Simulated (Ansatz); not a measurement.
Na under changes of volume

One of the cells (39.256 Å³/atom); the others are scaled copies at fixed shape and fractional positions:

```
Na
1.0
    -2.14100    2.14100    2.14100
     2.14100   -2.14100    2.14100
     2.14100    2.14100   -2.14100
Na
1
Direct
  0.00000 0.00000 0.00000
```

```yaml
Program: Ansatz 0.2.0
Functional: PBEsol
Potentials_or_basis: Ansatz PAW
Cutoff: "420 eV (not typed: the program's choice for these potentials)"
k_mesh: 9 × 9 × 9
Occupations: fermi-dirac, width 0.05 eV
Spin: no spin polarisation
```

| volume (Å³/atom) | energy over the lowest point (meV/atom) | pressure (GPa) |
| --- | --- | --- |
| 36.901 | 0.00 | -0.1 |
| 37.686 | 1.09 | -0.3 |
| 38.471 | 2.87 | -0.4 |
| 39.256 | ? | ? |
| 40.041 | 8.27 | -0.7 |
| 40.827 | 11.78 | -0.8 |
| 41.612 | 15.75 | -0.9 |

Task: What does the run at 39.256 Å³/atom give?

Result: Energy over the lowest point 5.29 meV/atom; pressure -0.5 GPa.

Worked out: A Birch-Murnaghan fit of order 3 (a polynomial in V^(-2/3)) to the other rows has its minimum at 36.20 Å³/atom, just outside them, with B0 = V·E''(V) = 7.9 GPa and B' = 3.6. It gives 5.29 meV/atom at 39.256 Å³/atom, against the run's 5.29, and -dE/dV = -0.6 GPa, against -0.5.

Energies are extrapolated to zero smearing.

Caveats: the PAW data sets come from PBE, with cores solved anew for the run's functional, which leaves a small shift of forces and pressure.
